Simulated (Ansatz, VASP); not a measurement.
# Two plane-wave programs on GaP

The input INCAR:

```
SYSTEM = GaP
PREC = Accurate
ENCUT = 520
EDIFF = 1E-6
ISMEAR = -1
SIGMA = 0.02
LREAL = .FALSE.
LASPH = .TRUE.
NELM = 80
ALGO = Normal
ISIF = 2
LWAVE = .FALSE.
LCHARG = .TRUE.
GGA = PE
LELF = .TRUE.
LVHAR = .TRUE.
NBANDS = 16
```

The input KPOINTS:

```
Automatic mesh
0
G
  8 8 8
  0 0 0
```

The input POSCAR:

```
GaP
1.0
    0.0000000000      2.7253992874      2.6436373088
    2.7253992874      0.0000000000      2.6436373088
    2.7253992874      2.7253992874      0.0000000000
Ga P
1 1
Direct
    0.0000000000      0.0000000000      0.0000000000
    0.2500000000      0.2500000000      0.2500000000
```

Input for Ansatz:

```yaml
crystal:
  lattice:
    - [0.0, 2.7253992874, 2.6436373088]
    - [2.7253992874, 0.0, 2.6436373088]
    - [2.7253992874, 2.7253992874, 0.0]
  atoms:
    - { symbol: Ga, position: [0.0, 0.0, 0.0] }
    - { symbol: P, position: [0.25, 0.25, 0.25] }
kpoints:
  mp_grid: { grid: [8, 8, 8] }
  band_path:
    path:
      - [0.0, 0.0, 0.0]
      - [-0.5, -0.5, 0.0]
      - [-0.375, -0.375, 0.25]
      - [-0.375, 0.0, 0.375]
      - [0.0, 0.0, 0.5]
      - [-0.5, -0.25, 0.25]
      - [0.421875, 0.421875, 0.0]
    npoints: 1
hamiltonian:
  xc: pbe
scf:
  occupations: { method: fermi_dirac, width: 0.02 }
  n_extra_bands: 4
output:
  forces: true
  stress: true
  eigenvalues: true
```

Change from the starting cell: uniaxial_z strain -3.0%.

Alike in both runs: task single point; functional PBE; k mesh 8 × 8 × 8; occupations fermi-dirac, width 0.02 eV; no spin polarisation.

```csv
,VASP,Ansatz
version,VASP 6.6.1,Ansatz 0.2.0
potentials or method,"VASP PAW PBE potentials, release 64 (Ga_d, P)","plane waves, PAW"
plane-wave cutoff (eV),520,420
valence electrons in the cell,18,18
```

|  | VASP | Ansatz | Ansatz less VASP |
| --- | --- | --- | --- |
| gap on the k mesh at the Fermi level (eV) | 1.30 | 1.30 | 0.000 |
| pressure (GPa) | 5.2 | 5.3 | +0.11 |
| largest component of the traceless stress (GPa) | 1.41 | 1.40 | -0.005 |

A k mesh can miss the band edges.
